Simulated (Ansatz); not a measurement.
## Structures of MgO: which is lowest?

Plane-wave DFT in Ansatz with scalar-relativistic PAW potentials, cutoff 420 eV, Γ-centred meshes chosen by cell and gap, Gaussian smearing with energies taken to zero width. Every cell was relaxed (cell and atoms) in a run of its own, within the symmetry of its start. Functional: LDA.

Relaxed structures (starts from databases or built by putting these elements on another compound's sites):
A. P6_3/mmc, 4 atoms in the computed cell, a = 3.451 Å, c = 4.138 Å; sites (symmetry × multiplicity) Mg -6m2 × 2, O -6m2 × 2; start: database
B. Fm-3m, 2 atoms in the computed cell, a = 4.159 Å; sites (symmetry × multiplicity) Mg m-3m × 4, O m-3m × 4; start: database

Problem. Rank them by energy. Could pressure change the order?

Solution.
```tsv
structure	group	E − E(lowest) (meV/atom)	V (Å³/atom)	gap on mesh (eV)
B	Fm-3m	0.0	8.99	5.03
A	P6_3/mmc	78	10.67	3.49
```

B is lowest, 78 meV/atom under A. The lowest is also the densest of these, so pressure wouldn't bring one of the others in at first order. Other structures may lie lower than all of these, and vibrations aren't counted.